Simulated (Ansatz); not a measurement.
Input of an Ansatz 0.2.0 run:

Contents of input.yaml:

```yaml
crystal:
  lattice:
    - [2.8549554371, 0.0, 0.0]
    - [-1.4274777185, 2.4724639352, 0.0]
    - [0.0, 0.0, 10.2217427273]
  atoms:
    - { symbol: Mn, position: [0.0, 0.0, 0.5], spin: 5.5 }
    - { symbol: Mn, position: [0.0, 0.0, 0.0], spin: 5.5 }
    - { symbol: O, position: [0.6666666667, 0.3333333333, 0.40685645] }
    - { symbol: O, position: [0.6666666667, 0.3333333333, 0.09314355] }
    - { symbol: O, position: [0.3333333333, 0.6666666667, 0.59314355] }
    - { symbol: O, position: [0.3333333333, 0.6666666667, 0.90685645] }
hamiltonian:
  xc: pbesol
  pseudopotentials: { kind: paw }
magnetization:
  spin_polarized: true
kpoints:
  mp_grid: { grid: [11, 11, 3] }
scf:
  occupations: { method: fermi_dirac, width: 0.05 }
output:
  forces: true
  stress: true
  eigenvalues: true
  write_density: true
  write_potential: true
  elf: true
  volumetric_format: npy
```

Potentials or basis: Ansatz PAW.

Run with:

```bash
$ ansatz run input.yaml --threads 2 --pin off --max-ram 5632MiB --backend cpu --events-out ev --progress --plain --runs-dir out
```

What does it give for the pressure?

-2.3 GPa.

Predict the site moments.

Mn +2.49; O +0.05 μB.

Estimate the absolute moment.

6.08 μB per cell.

Stress tensor (GPa, compression positive):
```
-2.92  0.00  0.00
 0.00 -2.92  0.00
 0.00  0.00 -1.01
```

Caveat: odd divisions of the mesh miss points on the zone boundary, where band edges often lie, so the gap on the mesh can be too wide; the pressure holds a Pulay correction of +0.7 GPa for the finite cutoff; the PAW data sets come from PBE, with cores solved anew for the run's functional, which leaves a small shift of forces and pressure.
